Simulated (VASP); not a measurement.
# ZnS (P6_3mc) in VASP: further runs

ZnS is run at these levels: PBEsol; tasks: single point.

All numbers are computed with VASP 6.6.1; they aren't measurements. Logs are shortened: lines on timing, memory, paths and dates and some standing lists are left out, and cuts for length are marked.

**Measured values to compare with.**

From a printed reference work, monograph, for a bulk crystal of ZnS at 4 K: band gap 3.911 eV (direct).

The runs below are set against these values where they give the same quantity.

## (1) The cell of the first run

It takes space group P6_3mc (No. 186, hexagonal). The conventional cell has a = 3.884 Å, b = 3.884 Å, c = 5.649 Å, α = 90.00°, β = 90.00°, γ = 120.00°. Zn (site symmetry 3m) has 4 S at 2.11 to 2.35 Å within 2.8 Å. S (site symmetry 3m) has 4 Zn at 2.11 to 2.35 Å within 2.8 Å.

## (2) Single point, PBEsol (18.45 Å³/atom)

INCAR reads:

```
ALGO = Normal ; EDIFF = 1E-7
ENCUT = 520 ; GGA = PS
ISIF = 2 ; ISMEAR = 0
LASPH = True ; LCHARG = True
LELF = True ; LREAL = False
LVHAR = True ; LWAVE = False
NBANDS = 26 ; NELM = 80
PREC = Accurate ; SIGMA = 0.05
```

KPOINTS reads:

```
k-points
0
Gamma
  9 9 6
```

POSCAR reads:

```
ZnS
1.0
    3.8843120528      0.0000000000      0.0000000000
   -1.9421560264      3.3639129139      0.0000000000
    0.0000000000      0.0000000000      5.6489550183
Zn S
2 2
Direct
    0.3333333333      0.6666666667      0.0054424479
    0.6666666667      0.3333333333      0.5054424479
    0.3333333333      0.6666666667      0.3795575521
    0.6666666667      0.3333333333      0.8795575521
```

Potentials or basis: VASP PAW PBE potentials, release 64 (Zn, S).

The run is started by

```console
cat potpaw_PBE.64/Zn/POTCAR potpaw_PBE.64/S/POTCAR > POTCAR
mpirun -np 1 vasp_std > vasp.out
```

OUTCAR:

```text
EDIFF = 1E-7
   ENCUT = 520
   GGA = PS
   ISIF = 2
   ISMEAR = 0
   LASPH = True
   LREAL = False
   NELM = 80
   PREC = Accurate

 ion  position               nearest neighbor table
   1  0.333  0.667  0.005-   3 2.11   4 2.35   4 2.35   4 2.35
   2  0.667  0.333  0.505-   4 2.11   3 2.35   3 2.35   3 2.35
   3  0.333  0.667  0.380-   1 2.11   2 2.35   2 2.35   2 2.35
   4  0.667  0.333  0.880-   2 2.11   1 2.35   1 2.35   1 2.35

  LATTYP: Found a hexagonal cell.
 ALAT       =     3.8843120528
 C/A-ratio  =     1.4543000000

  Lattice vectors:

 A1 = (   3.8843120528,   0.0000000000,   0.0000000000)
 A2 = (  -1.9421560264,   3.3639129139,   0.0000000000)
 A3 = (   0.0000000000,   0.0000000000,   5.6489550183)

Analysis of symmetry for initial positions (statically):
=====================================================================
 Subroutine PRICEL returns:
 Original cell was already a primitive cell.

 Routine SETGRP: Setting up the symmetry group for a
 hexagonal supercell.

 Subroutine GETGRP returns: Found 12 space group operations
 (whereof  6 operations were pure point group operations)
 out of a pool of 24 trial point group operations.

The static configuration has the point symmetry C_3v.
 The point group associated with its full space group is C_6v.

Analysis of symmetry for dynamics (positions and initial velocities):
=====================================================================
 Subroutine PRICEL returns:
 Original cell was already a primitive cell.

 Routine SETGRP: Setting up the symmetry group for a
 hexagonal supercell.

 Subroutine GETGRP returns: Found 12 space group operations
 (whereof  6 operations were pure point group operations)
 out of a pool of 24 trial point group operations.

The dynamic configuration has the point symmetry C_3v.
 The point group associated with its full space group is C_6v.

 Subroutine INISYM returns: Found 12 space group operations
 (whereof  6 operations are pure point group operations),
 and found     1 'primitive' translations

----------------------------------------------------------------------------------------

                                     Primitive cell

  volume of cell :      73.8120

  direct lattice vectors                    reciprocal lattice vectors
     3.884312053  0.000000000  0.000000000     0.257445845  0.148636428  0.000000000
    -1.942156026  3.363912914  0.000000000     0.000000000  0.297272856  0.000000000
     0.000000000  0.000000000  5.648955018     0.000000000  0.000000000  0.177023891

  length of vectors
     3.884312053  3.884312053  5.648955018     0.297272856  0.297272856  0.177023891

  position of ions in fractional coordinates (direct lattice)
     0.333333333  0.666666667  0.005442448
     0.666666667  0.333333333  0.505442448
     0.333333333  0.666666667  0.379557552
     0.666666667  0.333333333  0.879557552

  ion indices of the primitive-cell ions
   primitive index   ion index
                 1           1
                 2           2
                 3           3
                 4           4

----------------------------------------------------------------------------------------

 KPOINTS: k-points

Automatic generation of k-mesh.
 Grid dimensions read from file:
 generate k-points for:    9    9    6

 Generating k-lattice:

  Cartesian coordinates                     Fractional coordinates (reciprocal lattice)
     0.028605094  0.016515159  0.000000000     0.111111111  0.000000000  0.000000000
     0.000000000  0.033030317  0.000000000     0.000000000  0.111111111  0.000000000
     0.000000000  0.000000000  0.029503982     0.000000000  0.000000000  0.166666667

  Length of vectors
     0.033030317  0.033030317  0.029503982

  Shift w.r.t. Gamma in fractional coordinates (k-lattice)
     0.000000000  0.000000000  0.000000000

 Subroutine IBZKPT returns following result:
 ===========================================

 Found     48 irreducible k-points:

 Following reciprocal coordinates:
            Coordinates               Weight
  0.000000  0.000000  0.000000      1.000000
  0.111111 -0.000000  0.000000      6.000000
  0.222222  0.000000  0.000000      6.000000
  0.333333  0.000000  0.000000      6.000000
  0.444444  0.000000  0.000000      6.000000
  0.111111  0.111111  0.000000      6.000000
[... 16 lines left out ...]
  0.333333  0.222222  0.166667     24.000000
  0.333333  0.333333  0.166667      4.000000
 [... further k-points ...]
   k-points           NKPTS =     48   k-points in BZ     NKDIM =     48   number of bands    NBANDS=     26
   number of dos      NEDOS =    301   number of ions     NIONS =      4
   total plane-waves  NPLWV =  37800
   dimension x,y,z NGX =    30 NGY =   30 NGZ =   42
   dimension x,y,z NGXF=    60 NGYF=   60 NGZF=   84
   ions per type =               2   2
   NGX,Y,Z   is equivalent  to a cutoff of  12.84, 12.84, 12.36 a.u.
   NGXF,Y,Z  is equivalent  to a cutoff of  25.68, 25.68, 24.72 a.u.
 SYSTEM =  unknown system
   PREC   = accura    normal or accurate (medium, high low for compatibility)
   ISTART =      0    job   : 0-new  1-cont  2-samecut
   ICHARG =      2    charge: 1-file 2-atom 10-const
   ISPIN  =      1    spin polarized calculation?
   LNONCOLLINEAR =      F non collinear calculations
   LSORBIT =      F    spin-orbit coupling
   LASPH  =      T    aspherical Exc in radial PAW
   ENCUT  =  520.0 eV  38.22 Ry    6.18 a.u.   7.22  7.22 10.50*2*pi/ulx,y,z
   NELM   =     80;   NELMIN=  2; NELMDL= -5     # of ELM steps
   EDIFF  = 0.1E-06   stopping-criterion for ELM
   LREAL  =      F    real-space projection
   EDIFFG = 0.1E-05   stopping-criterion for IOM
   NSW    =      0    number of steps for IOM
   IBRION =     -1    ionic relax: 0-MD 1-quasi-New 2-CG
   NFREE  =      0    steps in history (QN), initial steepest desc. (CG)
   ISIF   =      2    stress and relaxation
   ISYM   =      2    0-nonsym 1-usesym 2-fastsym
   POTIM  = 0.5000    time-step for ionic-motion
   TEBEG  =    0.0;   TEEND  =   0.0 temperature during run
   PSTRESS=    0.0 pullay stress
   NELECT =      36.0000    total number of electrons
   NUPDOWN=      -1.0000    fix difference up-down
   EMIN   =  10.00;   EMAX   =-10.00  energy-range for DOS
   EFERMI =   0.00;   METHOD = LEGACY
   ISMEAR =     0;   SIGMA  =   0.05  broadening in eV -4-tet -1-fermi 0-gaus
   EFERMI_NEDOS =   21; number of points for ismear=-14 and -15
   IALGO  =     38    algorithm
   IMIX   =      4    mixing-type and parameters
     AMIX     =   0.40;   BMIX     =  1.00
     AMIX_MAG =   1.60;   BMIX_MAG =  1.00
  volume/ion in A,a.u.               =      18.45       124.53
  Fermi-wavevector in a.u.,A,eV,Ry     =   1.288645  2.435186 22.593920  1.660606
  Thomas-Fermi vector in A             =   2.420586
   LORBIT       =      0    0 simple, 1 ext, 2 COOP (PROOUT), +10 PAW based schemes
   GGA     = PS    functional components
   LHFCALC =     F    Hartree Fock is set to
   AEXX    =    0.0000 exact exchange contribution
   IVDW    =     0    specifies the selected vdW correction
   LEPSILON=     F    determine dielectric tensor
   LRPA    =     F    only Hartree local field effects (RPA)
 non-spin polarized calculation
 Gauss-broadening in eV      SIGMA  =   0.05
  energy-cutoff  :      520.00
  volume of cell :       73.81
 maximum number of plane-waves:      2026
 NGX is ok and might be reduce to    30
   NGX = 15   NGY = 15   NGZ = 21

 number of electron      35.9999972 magnetization

 Free energy of the ion-electron system (eV)
  ---------------------------------------------------
  ext. energy  EPLUGINS =         0.00000000
  ---------------------------------------------------
  free energy    TOTEN  =       -14.68332011 eV

  energy without entropy =      -14.68332011  energy(sigma->0) =      -14.68332011

 E-fermi :   2.9606     XC(G=0): -10.1410

 val. band max:        2.7401518816   @ k =   0.0000   0.0000   0.0000
 cond. band min:       4.8797820179   @ k =   0.0000   0.0000   0.0000
 fundamental gap:      2.1396301363
 Fermi energy:         2.9606070687

 k-point     1 :       0.0000    0.0000    0.0000
  band No.  band energies     occupation
      1     -11.0448      2.00000
      2      -9.6563      2.00000
      3      -4.1120      2.00000
      4      -3.9720      2.00000
      5      -3.9720      2.00000
      6      -3.8253      2.00000
[... 18 lines left out ...]
     25      10.8224      0.00000
     26      12.0676      0.00000

 k-point     2 :       0.1111   -0.0000    0.0000
  band No.  band energies     occupation
      1     -10.9623      2.00000
      2      -9.6306      2.00000
      3      -4.1025      2.00000
      4      -3.9737      2.00000
      5      -3.9608      2.00000
      6      -3.8253      2.00000
[... 18 lines left out ...]
     25      10.9917      0.00000
     26      11.3813      0.00000

 k-point     3 :       0.2222    0.0000    0.0000
  band No.  band energies     occupation
      1     -10.7329      2.00000
      2      -9.5759      2.00000
      3      -4.0849      2.00000
      4      -3.9653      2.00000
      5      -3.9384      2.00000
      6      -3.8186      2.00000
[... 18 lines left out ...]
     25      11.5559      0.00000
     26      11.5637      0.00000

 k-point     4 :       0.3333    0.0000    0.0000
  band No.  band energies     occupation
      1     -10.4162      2.00000
      2      -9.5503      2.00000
      3      -4.0748      2.00000
      4      -3.9236      2.00000
      5      -3.9222      2.00000
      6      -3.7775      2.00000
[... 18 lines left out ...]
     25      12.1755      0.00000
     26      12.7162      0.00000

 k-point     5 :       0.4444    0.0000    0.0000
  band No.  band energies     occupation
      1     -10.1372      2.00000
      2      -9.5935      2.00000
      3      -4.0682      2.00000
      4      -3.9196      2.00000
      5      -3.8450      2.00000
      6      -3.7567      2.00000
[... 18 lines left out ...]
     25      12.4954      0.00000
     26      13.8560      0.00000

 k-point     6 :       0.1111    0.1111    0.0000
  band No.  band energies     occupation
      1     -10.8061      2.00000
      2      -9.5903      2.00000
      3      -4.0865      2.00000
      4      -3.9644      2.00000
      5      -3.9528      2.00000
      6      -3.8235      2.00000
[... 427 lines left out ...]
 k-point    21 :       0.4444    0.1111    0.1667
  band No.  band energies     occupation
      1     -10.0094      2.00000
      2      -9.6397      2.00000
      3      -4.0713      2.00000
      4      -3.9234      2.00000
      5      -3.8732      2.00000
      6      -3.7845      2.00000
[... 18 lines left out ...]
     25      12.1994      0.00000
     26      13.7298      0.00000

 k-point    22 :       0.2222    0.2222    0.1667
  band No.  band energies     occupation
      1     -10.2001      2.00000
      2      -9.6015      2.00000
      3      -4.0386      2.00000
      4      -3.9788      2.00000
      5      -3.8545      2.00000
      6      -3.8454      2.00000
[... 18 lines left out ...]
     25      11.7502      0.00000
     26      12.5988      0.00000

 k-point    23 :       0.3333    0.2222    0.1667
  band No.  band energies     occupation
      1      -9.9552      2.00000
      2      -9.6533      2.00000
      3      -4.0156      2.00000
      4      -3.9608      2.00000
      5      -3.8759      2.00000
      6      -3.7490      2.00000
[... 18 lines left out ...]
     25      11.8951      0.00000
     26      13.0162      0.00000

 k-point    24 :       0.3333    0.3333    0.1667
  band No.  band energies     occupation
      1      -9.7708      2.00000
      2      -9.7708      2.00000
      3      -3.9917      2.00000
      4      -3.9276      2.00000
      5      -3.9276      2.00000
      6      -3.6645      2.00000
[... 18 lines left out ...]
     25      12.6280      0.00000
     26      12.7974      0.00000

 [... further k-points ...]
[... 5 lines left out ...]
  --------------------------------------------------------------------------------------
  -------------------------------------------------------------------------------------
  Total       -0.9318589     -0.9318589     10.7027458      0.0000000      0.0000000      0.0000000
  in kB      -20.2271069    -20.2271069    232.3158385      0.0000000      0.0000000      0.0000000
  external PRESSURE =      63.9538749 kB  Pullay stress =       0.0000000 kB

 VOLUME and BASIS-vectors are now :
 -----------------------------------------------------------------------------
  energy-cutoff  :      520.00
  volume of cell :       73.81
      direct lattice vectors                 reciprocal lattice vectors
     3.884312053  0.000000000  0.000000000     0.257445845  0.148636428  0.000000000
    -1.942156026  3.363912914  0.000000000     0.000000000  0.297272856  0.000000000
     0.000000000  0.000000000  5.648955018     0.000000000  0.000000000  0.177023891

 POSITION                                       TOTAL-FORCE (eV/Angst)
 -----------------------------------------------------------------------------------
     -0.00000      2.24261      0.03074         0.000000      0.000000     -1.633446
      1.94216      1.12130      2.85522        -0.000000     -0.000000     -1.633446
     -0.00000      2.24261      2.14410         0.000000     -0.000000      1.633446
      1.94216      1.12130      4.96858        -0.000000      0.000000      1.633446
 -----------------------------------------------------------------------------------
    total drift:                               -0.000000     -0.000001     -0.001126

  FREE ENERGIE OF THE ION-ELECTRON SYSTEM (eV)
  ---------------------------------------------------
  free  energy   TOTEN  =       -14.6833201133 eV

  energy  without entropy=      -14.6833201133  energy(sigma->0) =      -14.68332011
```

It took 2.1 min on 1 thread of Intel Xeon Platinum 8259CL at 2.50GHz (Skylake/Cascade Lake), shared host; peak memory 0.23 GiB.

Results:

```
Free energy            : -14.6833 eV
Pressure               : 6.4 GPa
Largest force          : 1.633 eV/Å
Band gap on the k mesh : 2.14 eV
```

Forces in eV/Å, atoms in the order of the input:
```
Zn   0.000  0.000 -1.633
Zn   0.000  0.000 -1.633
S    0.000  0.000  1.633
S    0.000  0.000  1.633
```

Stress tensor (GPa, compression positive):
```
-2.02  0.00  0.00
 0.00 -2.02  0.00
 0.00  0.00 23.23
```

Caveat: the cell stands under pressure; the PAW data sets were made with another functional, which shifts forces and pressure a little; an odd mesh through Γ misses points on the zone boundary, where band edges can lie.

[end of part 1 of 2]
